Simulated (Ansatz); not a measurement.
CaSe (started from an entry of an open crystallographic database), relaxed with r2SCAN, was run in the PAW code Ansatz under altered settings. All numbers are computed, without spin polarisation but where a row says otherwise.

```yaml
crystal:
  lattice:
    - [0.00000, 2.96753, 2.96753]
    - [2.96753, 0.00000, 2.96753]
    - [2.96753, 2.96753, 0.00000]
  atoms:
    - { symbol: Ca, position: [0.00000, 0.00000, 0.00000] }
    - { symbol: Se, position: [0.50000, 0.50000, 0.50000] }
```

The base run's other keys:
```yaml
kpoints:
  mp_grid: { grid: [4, 4, 4] }
hamiltonian:
  xc: hse06
scf:
  occupations: { method: fixed }
  n_extra_bands: 4
```

It takes 13 iterations with 965 plane waves at 420 eV and 8 k points, and leaves a mean stress of +0.27 GPa. The gap over this mesh is 3.000 eV. It ran on 4 threads of Arm Neoverse N1 (shared host).

Outcomes, with energy and stress as changes against the base:
```tsv
setting	outcome	ΔF (meV/atom)	Δ mean stress (GPa)	gap on the mesh (eV)	iterations	wall time
PBE hybrid, exx coeff 0.2, omega 0.5 1/Å	converged	–	+0.2	2.429	10	11 s
scf.exx.singularity: wigner_seitz	converged	0.0	0.0	3.000	13	8.6 s
PBE hybrid, exx coeff 0.1, omega 0.1 1/Å	converged	–	+0.2	2.546	9	7.9 s
PBE hybrid, exx coeff 0.75, omega 0.2078 1/Å	converged	–	-0.8	4.999	18	10 s
scf.occupations: gaussian 0.2	converged	0.0	0.0	3.000	13	8.9 s
```
A dash marks a value that wasn't obtained or can't be compared. Stress is positive in compression. The base took 11 s.

- PBE hybrid, exx coeff 0.2, omega 0.5 1/Å. That is 20 % exact exchange, screened with ω = 0.5 1/Å, against HSE06's 25 % screened at 0.208 1/Å. The mean stress moves by +0.2 GPa and the gap on the mesh by -0.570 eV (to 2.429). Totals of different functionals aren't comparable.
- PBE hybrid, exx coeff 0.1, omega 0.1 1/Å. That is 10 % exact exchange, screened with ω = 0.1 1/Å, against HSE06's 25 % screened at 0.208 1/Å. The mean stress moves by +0.2 GPa and the gap on the mesh by -0.454 eV (to 2.546). Totals of different functionals aren't comparable. The program warns that on this mesh the truncation of the exchange isn't bounded, so part of the change can be an error of the mesh.
- PBE hybrid, exx coeff 0.75, omega 0.2078 1/Å. That is 75 % exact exchange, screened with ω = 0.2078 1/Å, against HSE06's 25 % screened at 0.208 1/Å. The mean stress moves by -0.8 GPa and the gap on the mesh by +2.000 eV (to 4.999). Totals of different functionals aren't comparable.

Within 1 meV an atom, 0.1 GPa and 0.005 eV of the base stay: scf.exx.singularity: wigner_seitz; scf.occupations: gaussian 0.2.

Spin-orbit coupling is left out.

The stress of a hybrid is loosely converged in these runs.

The meshes of the hybrids are coarse, so their gaps aren't converged to the digits shown.
